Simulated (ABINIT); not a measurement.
Crystal: AlN.

```
Al N
1.0
     0.00000    2.18399    2.18399
     2.18399    0.00000    2.18399
     2.18399    2.18399    0.00000
Al N
1 1
Direct
  0.00000 0.00000 0.00000
  0.25000 0.25000 0.25000
```

Measurements of this composition are mostly on another form, of space group No. 186.

Base run:

- Program: ABINIT 10.8.3 (patched build)
- Functional: RPBE
- Potentials or basis: PseudoDojo NC SR PBE v0.4.1 standard
- Cutoff: 1143 eV
- k mesh: 10 × 10 × 10
- Occupations: fermi-dirac, width 0.05 eV
- Spin: no spin polarisation

Its results: band gap on the k mesh 3.39 eV, indirect (least direct gap 4.25 eV); pressure 5.4 GPa.

Q: After a change of settings the same cell gave: band gap on the k mesh 4.49 eV, indirect (least direct gap 4.98 eV); pressure -32.7 GPa. Which change was it?
A. functional from RPBE to PBEsol; potentials or basis from PseudoDojo NC SR PBE v0.4.1 standard to PseudoDojo NC SR PBEsol v0.4.1 standard
B. functional from RPBE to HLE16
C. functional from RPBE to rSCAN; potentials or basis from PseudoDojo NC SR PBE v0.4.1 standard to JTH PAW PBE v2.0; cutoff from 1143 eV to 816 eV
D. functional from RPBE to OLYP

A: B.

Caveats: the potentials were made for another functional, which shifts forces and pressure; the cell as given lies far from equilibrium (some runs); the potentials were made for a functional far from this one (some runs); so large a pressure means that the cell lies far from this level's equilibrium, or that cutoff or potentials fall short (some runs).

Runs at the PBE level aren't shown here.
